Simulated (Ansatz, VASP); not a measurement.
# CaO (Lime) in two plane-wave programs

Aim: how closely do two programs agree when they are given the same cell, functional and k mesh? The cell is taken from a series of VASP runs on this material, whose earlier steps may have relaxed, scaled or displaced it; both programs get it as it stands.

Program: Ansatz 0.2.0. Level of theory: plane waves, with VASP 6.6.1 beside it; band structure at PBE0 and band structure at r2SCAN-EpsX with an exact-exchange share of 0.26. Results are calculated unless marked as measured.

**1. Starting point**

The structure is cubic, space group Fm-3m (No. 225). Conventional cell: a = 4.813 Å, b = 4.813 Å, c = 4.813 Å, α = 90.00°, β = 90.00°, γ = 90.00°. Ca has 6 O at 2.41 Å nearest. Nearest to O lie 6 Ca at 2.41 Å. Farther neighbours and most contacts between anions are not listed.

Coordinates:

```
Ca O
1.0
     0.00000    2.40650    2.40650
     2.40650    0.00000    2.40650
     2.40650    2.40650    0.00000
Ca O
1 1
Direct
  0.00000 0.00000 0.00000
  0.50000 0.50000 0.50000
```

**2. VASP: band structure, PBE0**

The same path points are solved in both programs, so levels can be compared one by one.

Lines of VASP's logs that name or quote its potential files are left out, and so is its time.

The run reads the wave functions of an earlier VASP run, which isn't shown here.

Contents of INCAR:

```
SYSTEM = CaO
PREC = Accurate
ENCUT = 460
EDIFF = 1E-06
NELM = 100
ISMEAR = 0
SIGMA = 0.03
LREAL = .FALSE.
ALGO = Normal
LHFCALC = .TRUE.
AEXX = 0.25
GGA = PE
LASPH = .TRUE.
NBANDS = 14
PRECFOCK = Fast
HFRCUT = -1
LORBIT = 11
LWAVE = .FALSE.
LCHARG = .FALSE.
KPAR = 4
```

Contents of POSCAR:

```
CaO
1.0
    0.0000000000      2.4065000000      2.4065000000
    2.4065000000      0.0000000000      2.4065000000
    2.4065000000      2.4065000000      0.0000000000
Ca O
1 1
Direct
    0.0000000000      0.0000000000      0.0000000000
    0.5000000000      0.5000000000      0.5000000000
```

Contents of KPOINTS:

```
Automatic mesh
0
Gamma
5 5 5
0 0 0
```

Contents of KPOINTS_OPT:

```
Line mode
10
Line-mode
Reciprocal
  0.00000000   0.00000000   0.00000000 GAMMA
  0.50000000   0.00000000   0.50000000 X

  0.50000000   0.00000000   0.50000000 X
  0.50000000   0.25000000   0.75000000 W

  0.50000000   0.25000000   0.75000000 W
  0.37500000   0.37500000   0.75000000 K

  0.37500000   0.37500000   0.75000000 K
  0.00000000   0.00000000   0.00000000 GAMMA

  0.00000000   0.00000000   0.00000000 GAMMA
  0.50000000   0.50000000   0.50000000 L

  0.50000000   0.50000000   0.50000000 L
  0.62500000   0.25000000   0.62500000 U

  0.62500000   0.25000000   0.62500000 U
  0.50000000   0.25000000   0.75000000 W

  0.50000000   0.25000000   0.75000000 W
  0.50000000   0.50000000   0.50000000 L

  0.50000000   0.50000000   0.50000000 L
  0.37500000   0.37500000   0.75000000 K

  0.62500000   0.25000000   0.62500000 U
  0.50000000   0.00000000   0.50000000 X
```

Potentials, in the order of the species: Ca_sv and O (PBE family, release 64).

On the command line:

```console
$ mpirun -np 4 vasp_std
```

Numbers of over 12 decimals in the logs are rounded to 6 here.

The program printed:

```text
[banner, memory and clock lines left out]
running    4 mpi-ranks, on    1 nodes
 distrk:  each k-point on    1 cores,    4 groups
 distr:  one band on    1 cores,    1 groups

 POSCAR found type information on POSCAR CaO
 POSCAR found :  2 types and       2 ions
 LDA part: xc-table for (Slater+PW92), standard interpolation
 found WAVECAR, reading the header
 POSCAR, INCAR and KPOINTS ok, starting setup
 FFT: planning ... GRIDC
 FFT: planning ... GRID_SOFT
 FFT: planning ... GRID
 HFRCUT set to (new)   9.404513
 reading WAVECAR
 the WAVECAR file was read successfully
 initial charge from wavefunction
 entering main loop
       N       E                     dE             d eps       ncg     rms          rms(c)
DAV:   1    -0.154837706390E+02   -0.15484E+02   -0.47452E-01   296   0.881E+00    0.113E+00
DAV:   2    -0.154554501392E+02    0.28320E-01   -0.87252E-02   304   0.334E+00    0.436E-01
DAV:   3    -0.154562517370E+02   -0.80160E-03   -0.23872E-02   304   0.125E+00    0.389E-01
DAV:   4    -0.154556195491E+02    0.63219E-03   -0.19570E-03   344   0.500E-01    0.215E-01
DAV:   5    -0.154552009006E+02    0.41865E-03   -0.12536E-03   322   0.337E-01    0.815E-02
DAV:   6    -0.154551601805E+02    0.40720E-04   -0.76102E-05   286   0.954E-02    0.460E-02
DAV:   7    -0.154551217217E+02    0.38459E-04   -0.22793E-05   302   0.543E-02    0.297E-02
DAV:   8    -0.154551177381E+02    0.39835E-05   -0.71406E-06   348   0.272E-02    0.194E-02
DAV:   9    -0.154551159184E+02    0.18198E-05   -0.22673E-06   256   0.160E-02    0.105E-02
DAV:  10    -0.154551157611E+02    0.15724E-06   -0.84969E-07   140   0.943E-03
   1 F= -.15455116E+02 E0= -.15455116E+02  d E =-.284819E-41
 Start KPOINTS_OPT (optional k-point list driver)
k-point batch [1-10\100]
       N       E                     dE             ncg
DAV:   1    -0.698157792519E+03   -0.40240E+04      280
DAV:   2    -0.212811256687E+04   -0.14300E+04      352
DAV:   3    -0.221607179447E+04   -0.87959E+02      310
DAV:   4    -0.221840881363E+04   -0.23370E+01      412
DAV:   5    -0.221845183853E+04   -0.43025E-01      348
DAV:   6    -0.221845253789E+04   -0.69936E-03      404
DAV:   7    -0.221845255607E+04   -0.18179E-04      278
DAV:   8    -0.221845255653E+04   -0.45853E-06      206
[...]
k-point batch [91-100\100]
       N       E                     dE             ncg
DAV:   1    -0.819868985015E+03   -0.72374E+04      280
DAV:   2    -0.217136937318E+04   -0.13515E+04      322
DAV:   3    -0.224513222225E+04   -0.73763E+02      340
DAV:   4    -0.224746548929E+04   -0.23333E+01      444
DAV:   5    -0.224752480257E+04   -0.59313E-01      396
DAV:   6    -0.224752621709E+04   -0.14145E-02      468
DAV:   7    -0.224752628299E+04   -0.65900E-04      408
DAV:   8    -0.224752628455E+04   -0.15576E-05      370
DAV:   9    -0.224752628467E+04   -0.11753E-06      290
```

From OUTCAR (step 2):

```text
ion  position               nearest neighbor table
   1  0.000  0.000  0.000-   2 2.41   2 2.41   2 2.41   2 2.41   2 2.41   2 2.41
   2  0.500  0.500  0.500-   1 2.41   1 2.41   1 2.41   1 2.41   1 2.41   1 2.41

  LATTYP: Found a face centered cubic cell.
 ALAT       =     4.8130000000

 Subroutine GETGRP returns: Found 48 space group operations
 (whereof 48 operations were pure point group operations)

The static configuration has the point symmetry O_h .

 Found     10 irreducible k-points:

   k-points           NKPTS =     10   k-points in BZ     NKDIM =    125   number of bands    NBANDS=     14

   dimension x,y,z NGX =    24 NGY =   24 NGZ =   24
   dimension x,y,z NGXF=    48 NGYF=   48 NGZF=   48

   ENCUT  =  460.0 eV  33.81 Ry    5.81 a.u.   5.95  5.95  5.95*2*pi/ulx,y,z

   NELECT =      16.0000    total number of electrons

 k-points in reciprocal lattice and weights: Automatic mesh
   0.00000000  0.00000000  0.00000000       0.008
   0.20000000  0.00000000  0.00000000       0.064
   0.40000000  0.00000000  0.00000000       0.064
   0.20000000  0.20000000  0.00000000       0.048
   0.40000000  0.20000000  0.00000000       0.192
  -0.40000000  0.20000000  0.00000000       0.192
  -0.20000000  0.20000000  0.00000000       0.096
   0.40000000  0.40000000  0.00000000       0.048
  -0.40000000  0.40000000  0.00000000       0.096
  -0.40000000  0.40000000  0.20000000       0.192

  exchange ACFDT corr.  =         0.00000000  see jH, gK, PRB 81, 115126

 average (electrostatic) potential at core
       1 -38.6949       2 -63.4678

 E-fermi :   1.1568

 k-point     1 :       0.0000    0.0000    0.0000
  band No.  band energies     occupation
    ...
      4     -18.6546      2.00000
      5     -16.1806      2.00000
      6       0.8756      2.00000
      7       0.8756      2.00000
      8       0.8757      2.00000
      9       7.7805      0.00000
     10       9.8217      0.00000
     11       9.8217      0.00000
     12       9.8217      0.00000
     13      11.4434      0.00000
    ...

 k-point     2 :       0.2000    0.0000    0.0000
  band No.  band energies     occupation
    ...
      4     -18.6728      2.00000
      5     -15.5977      2.00000
      6      -0.3193      2.00000
      7       0.3819      2.00000
      8       0.3819      2.00000
      9       9.3307      0.00000
     10       9.7789      0.00000
     11      10.5344      0.00000
     12      10.5344      0.00000
     13      12.3859      0.00000
    ...

 k-point     3 :       0.4000    0.0000    0.0000
  band No.  band energies     occupation
    ...
      4     -18.7010      2.00000
      5     -14.8948      2.00000
      6      -1.7585      2.00000
      7      -0.2938      2.00000
      8      -0.2937      2.00000
      9      10.3657      0.00000
     10      11.4514      0.00000
     11      11.9447      0.00000
     12      11.9447      0.00000
     13      14.0947      0.00000
    ...

  energy-cutoff  :      460.00
  volume of cell :       27.87
      direct lattice vectors                 reciprocal lattice vectors
     0.000000000  2.406500000  2.406500000    -0.207770621  0.207770621  0.207770621
     2.406500000  0.000000000  2.406500000     0.207770621 -0.207770621  0.207770621
     2.406500000  2.406500000  0.000000000     0.207770621  0.207770621 -0.207770621

 POSITION                                       TOTAL-FORCE (eV/Angst)
 -----------------------------------------------------------------------------------
      0.00000      0.00000      0.00000         0.000000      0.000000      0.000000
      2.40650      2.40650      2.40650         0.000000      0.000000     -0.000000
 -----------------------------------------------------------------------------------
    total drift:                                0.000000     -0.000000     -0.000000

  FREE ENERGIE OF THE ION-ELECTRON SYSTEM (eV)
  ---------------------------------------------------
  free  energy   TOTEN  =       -15.4551157611 eV

  energy  without entropy=      -15.4551157611  energy(sigma->0) =      -15.45511576

 total charge
# of ion       s       p       d       tot
------------------------------------------
    1        2.037   5.886   0.256   8.178
    2        1.560   3.488   0.000   5.047
--------------------------------------------------
tot          3.596   9.374   0.256  13.226

[... 3 further parts left out ...]
```

**3. Ansatz: band structure, PBE0**

Ansatz runs on its default PAW (the set named soft_2) files.

The same cell, functional, mesh and smearing now go to Ansatz, which takes its cutoff from its data sets.

Contents of input.yaml:

```yaml
crystal:
  lattice:
    - [0.0, 2.4065, 2.4065]
    - [2.4065, 0.0, 2.4065]
    - [2.4065, 2.4065, 0.0]
  atoms:
    - { symbol: Ca, position: [0.0, 0.0, 0.0] }
    - { symbol: O, position: [0.5, 0.5, 0.5] }
hamiltonian:
  xc: pbe0
  pseudopotentials: { kind: paw }
kpoints:
  mp_grid: { grid: [5, 5, 5] }
  band_path:
    path:
      - [0.0, 0.0, 0.0]
      - [0.5, 0.0, 0.5]
      - [0.5, 0.22222, 0.72222]
      - [0.40278, 0.34722, 0.75]
      - [0.125, 0.125, 0.25]
      - [0.27778, 0.27778, 0.27778]
      - [0.55556, 0.38889, 0.55556]
      - [0.58333, 0.25, 0.66667]
      - [0.5, 0.30556, 0.69444]
      - [0.48611, 0.48611, 0.52778]
      - [0.625, 0.25, 0.625]
      - [0.5, 0.0, 0.5]
    npoints: 1
scf:
  occupations: { method: gaussian, width: 0.03 }
  n_extra_bands: 7
output:
  forces: true
  stress: true
  eigenvalues: true
  write_density: true
  write_potential: true
  elf: true
  volumetric_format: npy
```

On the command line:

```console
$ ansatz run input.yaml --threads 4 --pin off --max-ram 9216MiB --backend cpu --events-out ev --progress --plain --runs-dir out
```

The program printed:

```text
Warning: output.stress: scf.convergence.dr2_threshold = 1e-7 eV (the SCF's general default) is looser than the 2e-10 eV advised for a printed stress (1e-10 eV for each atom of the cell: 2). What an SCF threshold leaves in a stress goes as its square root, and in the free energy as the threshold itself, and one threshold admits the most on a small cell: [figures from the program's tests cut] Set scf.convergence.dr2_threshold to 2e-10 eV or tighter. The threshold is an SCF's pass mark: one that does not reach it within its budget of iterations ends unconverged, or closes short of it on a stop that the run arms, and scf.convergence.dr2_threshold's page says what that costs each kind of run
Warning: output.stress: scf.exx.energy_threshold = 1e-6 eV is looser than the 2e-8 eV advised for a stress under a hybrid functional (1e-8 eV for each atom of the cell: 2). Every SCF of the exchange loop can meet its threshold on dr2 while the loop round them stops early: no threshold on dr2 bounds what that leaves in the stress. Set scf.exx.energy_threshold to 2e-8 eV or tighter. The threshold is the loop's pass mark: a loop that does not reach it within its budget of cycles ends unconverged, and scf.exx.energy_threshold's page has the law
scf.n_extra_bands = 7 over 8 filled bands (N_el = 16.0): the run solves 15 bands
Engine: ansatz 0.2.0, x86_64-unknown-linux-gnu
Pseudopotentials: kind: paw
Pseudopotential: Ca, paw, valence charge 10, recommended cutoff 420 eV (normal), Ca.paw.azcp
Pseudopotential: O, paw, valence charge 6, recommended cutoff 420 eV (normal), O.paw.azcp
Functional definition: PBE0
  parameter a = 0.25
  parameter kappa = 0.804
  parameter beta = 0.066725
  exchange = (1 - a)*pbe_x(kappa = kappa, mu = beta*pi^2/3) + a*exact_x
  correlation = pbe_c(beta = beta)
Crystal: 2 atoms, lattice volume = 27.873 Å³
Basis set: ecut = 420 eV, 537 PW (Γ), exchange–correlation on 48×48×48 points (8 copies of the dense FFT grid, shifted against one another)
Bands: 15, of which v1, the nominal top of the filled ones, is band 8 counted from 1 (7 counted from 0)
Symmetry: 48 space group operations
Space group: Fm-3m (ITA 225), of the structure as read, at distance tolerance 3.0e-5 Å
k-points: 10 of 125
Non-local potential: Ca, projectors of the file, l = 0: 3, l = 1: 2, l = 2: 2
Non-local potential: O, projectors of the file, l = 0: 2, l = 1: 2, l = 2: 1
PAW form: soft (Blöchl's): semilocal exchange-correlation on the pseudo side does not see the compensation charge
PAW frozen core: Ca, regenerated for the run's functional, and the local potential with it (the file was generated under x = pbe(κ = 0.804, μ = 0.219515), c = pbe(β = 0.066725))
PAW frozen core: O, regenerated for the run's functional, and the local potential with it (the file was generated under x = pbe(κ = 0.804, μ = 0.219515), c = pbe(β = 0.066725))
PAW one-centre angular grid: Ca, 110 points (default); XC on 64 Gauss nodes
PAW one-centre angular grid: O, 110 points (default); XC on 64 Gauss nodes
Initial density: superposition of atomic densities (neutral atoms: chi_scale 0, normalization atom), corrected by the library's trained network
Initial wavefunctions: pseudopotential atomic-orbital guess
Functional: x = pbe(κ = 0.804, μ = 0.219515), c = pbe(β = 0.066725), warm-up for x = 0.75 pbe(κ = 0.804, μ = 0.219515) + 0.25 exact, c = pbe(β = 0.066725)
SCF iter   1: F=—  HF=-2387.721509 eV  |F-HF|=—  |Δ(HF+E_count)|=         —  Δρ=5.77e-4  dr2=4.48e-5  ethr=1.77e-3  ⟨swp⟩=2.0  Hψ=1048  notcnv=0
preconditioner: auto → none  [insulator: Δε(μ)=3.834 eV  Ē_g=19.953 eV  σ=0.030 eV  W_gap=1.00  n_scr=8 (ndim 8)  ℏωp=26.3 eV  f_vac=0.000  D(μ)=0.00/eV (n_scr^D=0)]
SCF iter   2: F=-2387.721720 eV  HF=-2387.721665 eV  |F-HF|=5.42e-5  |Δ(HF+E_count)|=   1.57e-4  Δρ=2.53e-4  dr2=7.96e-6  ethr=2.80e-7  ⟨swp⟩=3.5  Hψ=354  notcnv=0  defer=4
SCF 1 stopped early in 2 iterations: F = -2387.721720 eV  dr2 = 7.96e-6
  greatest PAW one-centre occupation: 0.995 electrons in one spin orbital (limit 2), on the Ca atom at site 0 (counted from 0), in its partial waves of l = 0
Initial density: handed on by an earlier stage of this run
Initial wavefunctions: those handed on with the density
Functional: x = 0.75 pbe(κ = 0.804, μ = 0.219515) + 0.25 exact, c = pbe(β = 0.066725)
Frozen-core exchange: fock
SCF iter   1: F=—  HF=-2388.650712 eV  |F-HF|=—  |Δ(HF+E_count)|=         —  Δρ=9.40e-3  dr2=4.06e-2  ethr=4.98e-7  ⟨swp⟩=6.3  Hψ=754  notcnv=0
preconditioner: auto → none  [insulator: Δε(μ)=6.466 eV  Ē_g=23.618 eV  σ=0.030 eV  W_gap=1.00  n_scr=8 (ndim 8)  ℏωp=26.3 eV  f_vac=0.000  D(μ)=0.00/eV (n_scr^D=0)]
SCF iter   2: F=—  HF=-2388.640709 eV  |F-HF|=—  |Δ(HF+E_count)|=   1.00e-2  Δρ=8.79e-3  dr2=1.50e-2  ethr=4.98e-7  ⟨swp⟩=4.8  Hψ=541  notcnv=0
SCF iter   3: F=—  HF=-2388.637475 eV  |F-HF|=—  |Δ(HF+E_count)|=   3.23e-3  Δρ=2.14e-3  dr2=2.11e-3  ethr=4.98e-7  ⟨swp⟩=4.1  Hψ=454  notcnv=0
SCF iter   4: F=—  HF=-2388.644909 eV  |F-HF|=—  |Δ(HF+E_count)|=   7.43e-3  Δρ=1.25e-3  dr2=7.05e-4  ethr=4.98e-7  ⟨swp⟩=4.0  Hψ=431  notcnv=0
SCF iter   5: F=—  HF=-2388.644703 eV  |F-HF|=—  |Δ(HF+E_count)|=   2.06e-4  Δρ=1.92e-4  dr2=2.08e-5  ethr=4.98e-7  ⟨swp⟩=3.0  Hψ=276  notcnv=0
SCF iter   6: F=-2388.644791 eV  HF=-2388.644790 eV  |F-HF|=9.82e-7  |Δ(HF+E_count)|=   8.70e-5  Δρ=1.02e-4  dr2=3.01e-6  ethr=5.63e-8  ⟨swp⟩=3.9  Hψ=324  notcnv=0
SCF 2 stopped early in 6 iterations: F = -2388.644791 eV  dr2 = 3.01e-6
  greatest PAW one-centre occupation: 0.996 electrons in one spin orbital (limit 2), on the Ca atom at site 0 (counted from 0), in its partial waves of l = 0
hybrid outer 1: dexx = +8.950e-3 eV, tail = 2.02e-5 eV
Frozen-core exchange: fock
SCF iter   1: F=—  HF=-2388.644883 eV  |F-HF|=—  |Δ(HF+E_count)|=         —  Δρ=6.10e-5  dr2=4.32e-7  ethr=6.32e-7  ⟨swp⟩=4.1  Hψ=388  notcnv=0
preconditioner: auto → none  [insulator: Δε(μ)=6.254 eV  Ē_g=23.544 eV  σ=0.030 eV  W_gap=1.00  n_scr=8 (ndim 8)  ℏωp=26.3 eV  f_vac=0.000  D(μ)=0.00/eV (n_scr^D=0)]
SCF iter   2: F=—  HF=-2388.644883 eV  |F-HF|=—  |Δ(HF+E_count)|=   2.87e-7  Δρ=2.16e-5  dr2=1.04e-7  ethr=2.47e-9  ⟨swp⟩=3.9  Hψ=302  notcnv=0
iter 3 solved again at ethr=1.41e-11 eV; its pass at ethr=5.88e-10 eV (dr2=2.26e-9 eV) is discarded
SCF iter   3: F=-2388.644883 eV  HF=-2388.644883 eV  |F-HF|=4.00e-9  |Δ(HF+E_count)|=   1.74e-8  Δρ=6.40e-6  dr2=3.63e-9  ethr=1.41e-11  ⟨swp⟩=3.1  Hψ=607  notcnv=0
SCF 3 converged in 3 iterations: F = -2388.644883 eV  dr2 = 3.63e-9
  Residual-converged pass: ⟨swp⟩=2.6  Hψ=234  notcnv=0  max |occ|·‖R‖ = 2.2e-6 eV (tolerance 2.4e-6 eV)  dr2=3.64e-9  dr2_onsite=3.75e-10  max |Δocc| = 0.0e0
hybrid outer 2: dexx = +2.829e-7 eV, tail = 1.35e-8 eV, Δε = 2.73e-3 eV (about 9.69e-5 eV left of the loop's levels)
NSCF: frozen V_eff on 12 k-points
hybrid SCF converged: 2 outer / 9 inner (+2 warm-up), last move |dexx| = 2.83e-7 eV, tail = 1.35e-8 eV
Stability not checked: this state was not tested for a lower state beside it, because the functional holds exact exchange (a hybrid, or Hartree-Fock), whose exchange loop this test does not read (fock_operator; see scf.lower_state_search)
Free energy (F): -2388.644883 eV
Frozen-core exchange: fock
Harris-Foulkes:  -2388.644883 eV  (|F-HF|=4.00e-9)
Internal energy: -2388.644883 eV  (E = F + TS)
E sigma→0 (E₀):  -2388.644883 eV
Fermi energy:    9.320993 eV
--- Per-component energies (eV) ---
  E_band       = -140.533200
  E_kinetic    = 456.931471
  E_local      = -892.771017  (includes V_loc(G=0)·N_el)
  E_nonlocal   = 110.034915
  E_hartree    = 296.438577
  E_xc         = -164.417295
  E_vxc        = -206.808128  (∫ρ·V_xc dr)
  E_exx        = -54.961466  (= α·E_x^exact, valence–valence)
  E_paw        = -1011.351969  (= ΣΔE_a)
  E_vpaw       = -90.877023  (= ΣTr[D̂ρ^β])
  E_aug_tail   = 0.002413  (compensation charges beyond the density's cutoff)
  E_ewald      = -1128.379897
  E_core_change = -0.170616  (= ΣΔE_core)
  E_smearing   = -0.000000  (= −TS)
  E_closure    = 0.000001  (closes the sum)
  Σ components = -2388.644883   (vs F -2388.644883, Δ=0.00e0)
--- Forces (eV/Å), atoms counted from 1 ---
  atom   1  Ca    -0.00000000    -0.00000000     0.00000000
  atom   2  O      0.00000000     0.00000000    -0.00000000
  max |Σ_I F_I| component: 1.64e-29 eV/Å
--- Stress (GPa, compression-positive) ---
       -1.123490       0.000000      -0.000000
        0.000000      -1.123490       0.000000
       -0.000000       0.000000      -1.123490
  P = ⅓ Tr σ = -1.1235 GPa (-11.235 kbar)
--- Band table (eV; the first three rows and the last of 10) ---
  k-point 0: bands = [... 4 lower, -10.8481, 6.1938, 6.1938, 6.1938, 13.1235, 15.1440, 15.1440, 15.1440, ... 3 higher]
  k-point 1: bands = [... 4 lower, -10.2713, 5.0077, 5.7070, 5.7070, 14.6635, 15.1009, 15.8525, 15.8525, ... 3 higher]
  k-point 2: bands = [... 4 lower, -9.5776, 3.5777, 5.0368, 5.0368, 15.6845, 16.7757, 17.2566, 17.2566, ... 3 higher]
  k-point 9: bands = [... 4 lower, -10.0488, 4.4530, 5.0722, 5.2183, 14.4006, 16.1302, 17.5813, 18.4859, ... 3 higher]
```

The job ended after 5.3 s (4 threads of Intel Xeon Gold 6455B (Sapphire Rapids), shared host; peak memory 0.6 GiB; 18 s of CPU time).

[end of part 1 of 2]

[Lines on the potential files, build, host, timing and source positions are cut from VASP's logs without a mark.]

[Logs are printed without paths, hosts, clocks, repeated set-up lines and the standing remarks that a program may print on its own settings, such as how far it seeks lower states.]

[Hosts, paths, dates, database ids (printed as entryN), source tags and the programs' standing remarks are cut or masked in the printed files.]
